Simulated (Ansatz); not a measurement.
# ZnS (F-43m) in Ansatz: notebook

Runs on ZnS. Level: PBEsol. Tasks: band structure.

Everything below comes from runs of Ansatz 0.2.0. Logs are shortened: lines on timing, memory, paths and dates and some standing lists are left out, and cuts for length are marked.

**The experiment to reproduce.**

From “Electronic, vibrational, and thermodynamic properties of ZnS (zincblende and rocksalt structure)”, 2009, arxiv:0911.5022, for a bulk crystal of ZnS at 19 K: band gap 3.85 eV (direct).

The results are compared with them further down.

## 1. The structure

It takes space group F-43m (No. 216, cubic). Conventional cell: a = 5.404 Å, b = 5.404 Å, c = 5.404 Å, α = 90.00°, β = 90.00°, γ = 90.00°. Zn (site symmetry -43m) is surrounded by 4 S at 2.34 Å. S (site symmetry -43m) has 4 Zn at 2.34 Å as nearest neighbours.

## 2. Band structure, PBEsol

Input file input.yaml:

```yaml
crystal:
  lattice:
    - [0.0, 2.702, 2.702]
    - [2.702, 0.0, 2.702]
    - [2.702, 2.702, 0.0]
  atoms:
    - { symbol: Zn, position: [0.75, 0.75, 0.75] }
    - { symbol: S, position: [0.0, 0.0, 0.0] }
kpoints:
  mp_grid: { grid: [9, 9, 9] }
  band_path:
    path:
      - [0.0, 0.0, 0.0]
      - [0.5, 0.0, 0.5]
      - [0.5, 0.25, 0.75]
      - [0.375, 0.375, 0.75]
      - [0.0, 0.0, 0.0]
      - [0.5, 0.5, 0.5]
      - [0.625, 0.25, 0.625]
      - [0.5, 0.25, 0.75]
    npoints: 6
scf:
  occupations: { method: fermi_dirac, width: 0.05 }
hamiltonian:
  xc: pbesol
  pseudopotentials: { kind: all_electron, lapw: { basis_error: 0.001 } }
output:
  forces: true
  stress: true
  eigenvalues: true
```

Potentials or basis: all-electron LAPW, scalar-relativistic.

On the command line:

```bash
> ansatz run input.yaml --threads 1 --pin off --max-ram 3072MiB --backend cpu --events-out ev --progress --plain --runs-dir out
```

Standard output:

```text
Warning: RAYON_NUM_THREADS=1 ignored (pool sized by the plan → 1); use --threads N
LAPW: plane waves up to 8.583 Å⁻¹, error target 1.0e-3 eV per atom; small_component_spin mean_spin; S in spheres of 1.039 Å, 14 of its electrons in bands, Dirac shells []; Zn in spheres of 1.301 Å, 20 of its electrons in bands, Dirac shells [] (how accurate: hamiltonian.pseudopotentials.lapw.basis_error, Limitations)
Engine: ansatz 0.2.0, aarch64-unknown-linux-gnu
Pseudopotentials: kind: all_electron
Pseudopotential: Zn, LAPW, valence charge 20, lapw/all_electron/scalar/gaussian/Zn, Koelling and Harmon's equation, gaussian nucleus
Pseudopotential: S, LAPW, valence charge 14, lapw/all_electron/scalar/gaussian/S, Koelling and Harmon's equation, gaussian nucleus
Functional definition: PBEsol
  exchange = pbesol_x
  correlation = pbesol_c
Crystal: 2 atoms, lattice volume = 39.454 Å³
Basis set: ecut = 280.6478542855815 eV, 411 PW (Γ), exchange–correlation at level 2
Bands: 21, of which v1, the nominal top of the filled ones, is band 17 counted from 1 (16 counted from 0)
Symmetry: 24 space group operations
Space group: F-43m (ITA 216), of the structure as read, at distance tolerance 3.4e-5 Å
k-points: 35 of 729 (time reversal used)
Non-local potential: Zn, projectors of the file, none
Non-local potential: S, projectors of the file, none
Initial density: superposition of atomic densities (chi_scale 0.1, normalization cell, long waves kept (reshape's long-wave potential 0.00 eV rms))
Initial wavefunctions: plane waves of lowest kinetic energy (no species holds an atomic orbital)
Functional: x = pbesol(κ = 0.804, μ = 0.12345679012345678), c = pbesol(β = 0.046)
iter 1 solved again at ethr=2.71e-3 eV; its pass at ethr=1.00e-1 eV (dr2=9.23e-1 eV) is discarded
SCF iter   1: F=—  HF=-59682.482076 eV  |F-HF|=—  |Δ(HF+E_count)|=         —  Δρ=3.83e-2  dr2=9.25e-1  ethr=2.71e-3  ⟨swp⟩=2.0  Hψ=5000  notcnv=0
preconditioner: auto → none  [insulator: Δε(μ)=2.244 eV  Ē_g=11.525 eV  σ=0.050 eV  W_gap=1.00  n_scr=14 (ndim 8)  ℏωp=25.1 eV  f_vac=0.117  D(μ)=0.00/eV (n_scr^D=0)  ε∞_Penn≈5.7]
iter 2 solved again at ethr=1.47e-4 eV; its pass at ethr=2.71e-3 eV (dr2=5.00e-2 eV) is discarded
SCF iter   2: F=—  HF=-59682.178809 eV  |F-HF|=—  |Δ(HF+E_count)|=   3.03e-1  Δρ=1.31e-2  dr2=5.00e-2  ethr=1.47e-4  ⟨swp⟩=2.0  Hψ=3862  notcnv=0
SCF iter   3: F=—  HF=-59682.074451 eV  |F-HF|=—  |Δ(HF+E_count)|=   1.04e-1  Δρ=7.51e-3  dr2=1.47e-2  ethr=1.47e-4  ⟨swp⟩=3.0  Hψ=2274  notcnv=0
SCF iter   4: F=—  HF=-59682.065750 eV  |F-HF|=—  |Δ(HF+E_count)|=         —  Δρ=3.47e-3  dr2=3.16e-3  ethr=4.31e-5  ⟨swp⟩=2.0  Hψ=2018  notcnv=0
the basis was enlarged: its passes take 145.8 KiB over the memory plan, 1 of 1 planned eigensolver slots
SCF iter   5: F=—  HF=-59682.065296 eV  |F-HF|=—  |Δ(HF+E_count)|=   4.54e-4  Δρ=5.35e-4  dr2=7.01e-5  ethr=9.30e-6  ⟨swp⟩=2.0  Hψ=2018  notcnv=0
SCF iter   6: F=—  HF=-59682.065313 eV  |F-HF|=—  |Δ(HF+E_count)|=   1.65e-5  Δρ=5.48e-5  dr2=7.22e-7  ethr=2.06e-7  ⟨swp⟩=2.0  Hψ=2018  notcnv=0
SCF iter   7: F=-59682.065314 eV  HF=-59682.065314 eV  |F-HF|=1.06e-8  |Δ(HF+E_count)|=   9.40e-7  Δρ=3.82e-6  dr2=5.36e-9  ethr=2.12e-9  ⟨swp⟩=3.0  Hψ=2130  notcnv=0
SCF 1 converged in 7 iterations: F = -59682.065314 eV  dr2 = 5.36e-9
NSCF: frozen V_eff on 43 k-points
SCF converged after 7 iterations
Free energy (F): -59682.065314 eV
Harris-Foulkes:  -59682.065314 eV  (|F-HF|=1.06e-8)
Internal energy: -59682.065314 eV  (E = F + TS)
E sigma→0 (E₀):  -59682.065314 eV
Fermi energy:    8.241435 eV
--- Per-component energies (eV) ---
  E_band       = -1881.459583
  E_kinetic    = 60618.930143
  E_xc         = -2592.026217
  E_electrostatic = -117708.969240  (all electrons and nuclei)
  E_smearing   = -0.000000  (= −TS)
  E_closure    = 0.000000  (closes the sum)
  E_atoms      = -59674.495613  (free atoms, spherical and without spin; not in F)
  Σ components = -59682.065314   (vs F -59682.065314, Δ=0.00e0)
  Basis errors (estimates in eV, not in F): energy 4.5e-4 per atom: plane waves 4.1e-4 (2.5e-4 summed), levels above the bands 1.2e-68, relativity 1.5e-8, radial functions 3.9e-5, core shells 1.9e-11; eigenvalues (radial functions only) 1.2e-6; not estimated: angular momenta, meshes, grids; target (lapw.basis_error) 1.0e-3; muffin-tin radii S 1.039 Å, Zn 1.301 Å
--- Forces (eV/Å), atoms counted from 1 ---
  atom   1  Zn    -0.00000000     0.00000000     0.00000000
  atom   2  S      0.00000000    -0.00000000    -0.00000000
  max |Σ_I F_I| component: 1.85e-17 eV/Å
--- Stress (GPa, compression-positive) ---
       -1.965048      -0.000000       0.000000
       -0.000000      -1.965048       0.000000
        0.000000       0.000000      -1.965048
  P = ⅓ Tr σ = -1.9650 GPa (-19.650 kbar)
--- Band table (eV; the first three rows and the last of 35) ---
  k-point 0: bands = ["-197.0802", "-142.1337", "-142.1337", "-142.1337", "-117.3405", "-71.6707", "-71.6707", "-71.6707", "-5.9378", "0.8409", "0.8409", "0.8409", "1.3397", "1.3397", "7.2134", "7.2134", "7.2134", "9.1893", "13.4903", "13.4903", "13.4903"]
  k-point 1: bands = ["-197.0802", "-142.1337", "-142.1337", "-142.1337", "-117.3405", "-71.6707", "-71.6707", "-71.6707", "-5.8435", "0.8400", "0.8578", "0.8578", "1.3382", "1.3382", "6.2560", "7.0931", "7.0931", "9.9160", "13.3870", "13.6975", "13.6975"]
  k-point 2: bands = ["-197.0802", "-142.1337", "-142.1337", "-142.1337", "-117.3405", "-71.6707", "-71.6707", "-71.6707", "-5.5886", "0.8653", "0.8975", "0.8975", "1.3392", "1.3392", "4.7201", "6.8150", "6.8150", "10.5362", "13.7687", "14.0604", "14.0604"]
  k-point 34: bands = ["-197.0802", "-142.1337", "-142.1337", "-142.1337", "-117.3405", "-71.6708", "-71.6708", "-71.6707", "-4.6943", "0.9665", "1.1016", "1.2632", "1.3260", "1.6923", "2.6154", "4.2714", "4.8040", "12.6536", "13.0557", "14.5574", "16.0760"]
```

bands.tsv:

```text
# k_distance	band_0	band_1	band_2	band_3	band_4	band_5	band_6	band_7	band_8	band_9	band_10	band_11	band_12	band_13	band_14	band_15	band_16	band_17	band_18	band_19	band_20
# fermi_ev = 8.241435
# lock_threshold_ev = 1e-6
[... 16 lines left out ...]
0.968910	-205.321682	-150.375147	-150.375147	-150.375147	-125.581921	-79.912253	-79.912156	-79.912156	-13.017911	-7.444519	-7.087519	-7.087519	-6.830925	-6.798544	-5.288642	-3.147410	-3.147410	2.343845	3.054899	9.242240	9.977876
[... 35 lines left out ...]
5.449814	-205.321682	-150.375148	-150.375147	-150.375143	-125.581921	-79.912225	-79.912201	-79.912160	-12.912892	-7.274979	-7.121012	-6.970858	-6.928924	-6.503234	-5.662172	-3.918221	-3.651986	4.403342	4.916699	6.741646	7.177384
5.518326	-205.321682	-150.375148	-150.375147	-150.375142	-125.581921	-79.912224	-79.912203	-79.912161	-12.910207	-7.272098	-7.119117	-6.962421	-6.939773	-6.497045	-5.662138	-3.824728	-3.783638	4.524319	4.951688	6.701426	7.010668
```

Run time: 26 s. Hardware: 1 thread of Arm Neoverse N1, shared host; peak memory 0.26 GiB.

Results:

```yaml
Free_energy: -59682.0653 eV
Pressure: -2.0 GPa
Band_gap_on_the_k_mesh: 1.98 eV, direct
Band_gap_along_the_path: 1.98 eV, direct
```

Levels at the corners of the path, in eV from the valence-band top:
| point | band 15 | band 16 | band 17 | band 18 | band 19 | band 20 |
| --- | --- | --- | --- | --- | --- | --- |
| Γ | 0.00 | 0.00 | 0.00 | 1.98 | 6.28 | 6.28 |
| X | -4.60 | -2.25 | -2.25 | 3.23 | 3.96 | 10.81 |
| W | -4.63 | -2.80 | -2.76 | 5.55 | 5.98 | 7.73 |
| K | -4.67 | -3.16 | -1.83 | 3.98 | 5.86 | 9.21 |
| Γ | 0.00 | 0.00 | 0.00 | 1.98 | 6.28 | 6.28 |
| L | -5.36 | -0.88 | -0.88 | 3.19 | 6.80 | 6.80 |
| U | -4.67 | -3.16 | -1.83 | 3.98 | 5.86 | 9.21 |
| W | -4.63 | -2.80 | -2.76 | 5.55 | 5.98 | 7.73 |

## 3. Band structure, PBEsol

Edit input.yaml of step 2 so:

```diff
@@ -25,3 +25,6 @@
   xc: pbesol
-  pseudopotentials: { kind: all_electron, lapw: { basis_error: 0.001 } }
+  pseudopotentials:
+    kind: all_electron
+    lapw: { basis_error: 0.001 }
+    relativity: none
 output:
```

Potentials or basis: all-electron LAPW, non-relativistic.

On the command line:

```bash
> ansatz run input.yaml --threads 1 --pin off --max-ram 3072MiB --backend cpu --events-out ev --progress --plain --runs-dir out
```

Run time: 25 s. Hardware: 1 thread of Arm Neoverse N1, shared host; peak memory 0.26 GiB.

Results (log left out):

```yaml
Free_energy: -59194.6262 eV
Pressure: -0.7 GPa
Band_gap_on_the_k_mesh: 2.25 eV, direct
Band_gap_along_the_path: 2.25 eV, direct
```

Levels at the corners of the path, in eV from the valence-band top:
```
point  band 13  band 14  band 15  band 16  band 17  band 18  band 19  band 20  band 21
    Γ    -6.14    -6.14     0.00     0.00     0.00     2.25     6.35     6.35     6.35
    X    -6.07    -5.91    -4.54    -2.21    -2.21     3.25     4.14    10.93    11.94
    W    -6.18    -5.73    -4.48    -2.76    -2.75     5.55     6.23     7.81     8.05
    K    -6.11    -5.78    -4.53    -3.15    -1.80     4.07     6.01     9.27     9.70
    Γ    -6.14    -6.14     0.00     0.00     0.00     2.25     6.35     6.35     6.35
    L    -6.12    -5.93    -5.24    -0.86    -0.86     3.43     6.84     6.84     8.72
    U    -6.11    -5.78    -4.53    -3.15    -1.80     4.07     6.01     9.27     9.70
    W    -6.18    -5.73    -4.48    -2.76    -2.75     5.55     6.23     7.81     8.05
```

## 4. Comparison with measurements

Step 2. Against the measured gap of ZnS, 3.85 eV (direct; 19 K; quoted in “Electronic, vibrational, and thermodynamic properties of ZnS (zincblende and rocksalt structure)”, 2009, arxiv:0911.5022), the calculated 1.98 eV is off by -1.87 eV. The value is that of PBEsol, without temperature or zero-point motion. Semilocal functionals fall short of measured gaps as a rule.

Step 3. Measured gap of ZnS: 3.85 eV (direct; 19 K; quoted in “Electronic, vibrational, and thermodynamic properties of ZnS (zincblende and rocksalt structure)”, 2009, arxiv:0911.5022). This calculation gives 2.25 eV (-1.60 eV). The value is that of PBEsol, without temperature or zero-point motion. Semilocal functionals fall short of measured gaps as a rule.
